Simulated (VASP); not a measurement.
# ZnS: convergence, energy and pressure at two fixed cells

ZnS, R3m (no. 160), 2 atoms in the cell. PBE exchange only; PAW potentials Zn, S (PBE set). VASP 6.6.1.

Wanted: energy difference within 1 meV/atom; pressure within 0.1 GPa; forces within 0.005 eV/Å; gap on the mesh within 0.01 eV.

Second cell: the given cell, volume scaled by 1.03.

The series start from ENCUT (eV): 520; k mesh: 6 x 6 x 6; PREC and ADDGRID: Accurate; LASPH: yes; EDIFF (eV): 1e-7; ALGO and mixing: Normal; LREAL: no; GGA_COMPAT: no. Each series keeps the choices made before it, and each single choice may use up half of a tolerance. Times cover all steps of a run.

## ENCUT (eV)

| ENCUT (eV) | Energy difference (meV/atom) | Pressure (GPa) | Forces, largest deviation (eV/Å) | Gap on the mesh (eV) | Time (s) |
|---|---|---|---|---|---|
| 300 | -43.9 | 12.05 | 0.0015 | 2.103 | 6.8 |
| 350 | -43.7 | 12.01 | 0.0009 | 2.107 | 7.5 |
| 400 | -43.8 | 12.00 | 0.0004 | 2.111 | 12 |
| 450 | -43.7 | 12.16 | 0.0002 | 2.113 | 11 |
| 520 | -43.7 | 12.25 | 0.0001 | 2.114 | 9.0 |
| 600 | -43.7 | 12.24 | 0.0000 | 2.115 | 14 |
| 700 | -43.7 | 12.28 | 0.0000 | 2.115 | 20 |
| 800 (reference) | -43.7 | 12.29 | 0.0000 | 2.115 | 20 |

Chosen: 520, the loosest value from which every tighter one stays within half of the tolerance.

## k mesh

| k mesh | Energy difference (meV/atom) | Pressure (GPa) | Forces, largest deviation (eV/Å) | Gap on the mesh (eV) | Time (s) |
|---|---|---|---|---|---|
| 3 x 3 x 3 | -47.7 | 13.37 | 0.0002 | 2.072 | 4.7 |
| 4 x 4 x 4 | -44.6 | 12.48 | 0.0001 | 2.103 | 6.9 |
| 6 x 6 x 6 | -43.7 | 12.25 | 0.0000 | 2.114 | 9.0 |
| 7 x 7 x 7 | -43.7 | 12.22 | 0.0000 | 2.115 | 16 |
| 10 x 10 x 10 (reference) | -43.7 | 12.22 | 0.0000 | 2.115 | 34 |

Chosen: 6 x 6 x 6.

## PREC and ADDGRID

| PREC and ADDGRID | Energy difference (meV/atom) | Pressure (GPa) | Forces, largest deviation (eV/Å) | Gap on the mesh (eV) | Time (s) |
|---|---|---|---|---|---|
| Low | -44.1 | 12.33 | 0.0001 | 2.114 | 7.6 |
| Normal | -43.8 | 12.25 | 0.0000 | 2.114 | 7.7 |
| Accurate | -43.7 | 12.25 | 0.0000 | 2.114 | 9.0 |
| Accurate, ADDGRID (reference) | -43.7 | 12.25 | 0.0000 | 2.114 | 15 |

Chosen: Normal.

## LASPH

| LASPH | Energy difference (meV/atom) | Pressure (GPa) | Forces, largest deviation (eV/Å) | Gap on the mesh (eV) | Time (s) |
|---|---|---|---|---|---|
| no | -43.8 | 12.26 | 0.0007 | 2.114 | 7.0 |
| yes (reference) | -43.8 | 12.25 | 0.0000 | 2.114 | 7.7 |

Chosen: no.

## EDIFF (eV)

| EDIFF (eV) | Energy difference (meV/atom) | Pressure (GPa) | Forces, largest deviation (eV/Å) | Gap on the mesh (eV) | Time (s) |
|---|---|---|---|---|---|
| 0.0001 | -43.8 | 12.78 | 0.0001 | 2.114 | 6.0 |
| 1e-5 | -43.8 | 12.22 | 0.0000 | 2.114 | 6.5 |
| 1e-6 | -43.8 | 12.22 | 0.0000 | 2.114 | 6.8 |
| 1e-7 | -43.8 | 12.26 | 0.0000 | 2.114 | 7.0 |
| 1e-8 (reference) | -43.8 | 12.25 | 0.0000 | 2.114 | 8.0 |

Chosen: 1e-5.

## ALGO and mixing

| ALGO and mixing | Energy difference (meV/atom) | Pressure (GPa) | Forces, largest deviation (eV/Å) | Gap on the mesh (eV) | Time (s) |
|---|---|---|---|---|---|
| Normal | -43.8 | 12.22 | 0.0000 | 2.114 | 6.5 |
| Fast | -43.8 | 12.31 | 0.0000 | 2.114 | 7.3 |
| All | -43.8 | 12.24 | 0.0001 | 2.114 | 6.9 |
| Damped, TIME 0.4 | -43.8 | 12.39 | 0.0002 | 2.113 | 7.9 |

Chosen: Normal; no other choice that stays within half of the tolerance saves 30 % of the time.

## LREAL

| LREAL | Energy difference (meV/atom) | Pressure (GPa) | Forces, largest deviation (eV/Å) | Gap on the mesh (eV) | Time (s) |
|---|---|---|---|---|---|
| no | -43.8 | 12.22 | 0.0000 | 2.114 | 6.5 |
| Auto | -43.8 | 12.20 | 0.0006 | 2.113 | 8.8 |

Chosen: no.

## GGA_COMPAT

| GGA_COMPAT | Energy difference (meV/atom) | Pressure (GPa) | Forces, largest deviation (eV/Å) | Gap on the mesh (eV) | Time (s) |
|---|---|---|---|---|---|
| no | -43.8 | 12.22 | 0.0000 | 2.114 | 6.5 |
| yes | -43.8 | 12.22 | 0.0001 | 2.114 | 6.5 |

Chosen: no.

## All choices together

| Input | Energy difference (meV/atom) | Pressure (GPa) | Forces, largest deviation (eV/Å) | Gap on the mesh (eV) | Time (s) |
|---|---|---|---|---|---|
| program defaults, coarse mesh (naive) | -45.3 | 12.51 | 0.0026 | 2.093 | 1.6 |
| chosen settings | -43.8 | 12.22 | 0.0006 | 2.114 | 6.5 |
| reference settings throughout | -43.6 | 12.27 | 0.0000 | 2.116 | 77 |

The tolerance is met.

Values of the reference run: Forces: 0.163, 0.163, 0.163, -0.163, -0.163, -0.163 eV/Å.

## The input

INCAR:
```
SYSTEM = ZnS
PREC = Normal
ENCUT = 520
EDIFF = 1E-5
ISMEAR = 0
SIGMA = 0.02
LREAL = .FALSE.
LASPH = .FALSE.
GGA_COMPAT = .FALSE.
ALGO = Normal
NELM = 150
ISIF = 2
LWAVE = .FALSE.
LCHARG = .FALSE.
GGA = PBE_X
NBANDS = 16
KPAR = 2
```

KPOINTS:
```
Automatic mesh
0
Gamma
  6 6 6
  0 0 0
```

POSCAR.step1:
```
ZnS
1.0
    0.0000000000      2.7287542152      2.7287542152
    2.7287542152      0.0000000000      2.7287542152
    2.7287542152      2.7287542152      0.0000000000
Zn S
1 1
Direct
    0.7500000000      0.7500000000      0.7500000000
    0.0000000000      0.0000000000      0.0000000000
```

POSCAR.step2:
```
ZnS
1.0
    0.0000000000      2.7020000000      2.7020000000
    2.7020000000      0.0000000000      2.7020000000
    2.7020000000      2.7020000000      0.0000000000
Zn S
1 1
Direct
    0.7500000000      0.7500000000      0.7500000000
    0.0053418800      0.0053418800      0.0053418800
```

Commands (each step's output is kept before the next begins):
```
cat potpaw_PBE.64/Zn/POTCAR potpaw_PBE.64/S/POTCAR > POTCAR
cp POSCAR.step1 POSCAR
mpirun -np 2 vasp_std > vasp.out
rm WAVECAR CHG
cp POSCAR.step2 POSCAR
mpirun -np 2 vasp_std > vasp.out
```

Limits: One atom is displaced by 0.05 Å on purpose; pressure, forces and gap belong to that cell (POSCAR.step2), and the energy difference is that of POSCAR.step1 less this one, displacement or strain included.

The chosen input took VASP 6.6.1 6.5 s on 2 cores (AMD EPYC 9R45 (Zen 5)), a shared host.

## An input that fails: cutoff far too low

It runs to its end, but against the unchanged starting input it is off by 22.7 meV/atom in the energy difference, 229.51 GPa in the pressure, 0.0069 eV/Å in the forces, 0.130 eV in the gap on the mesh.

Changes against the starting input:
```
(all steps)
- ENCUT = 520
+ ENCUT = 150
```
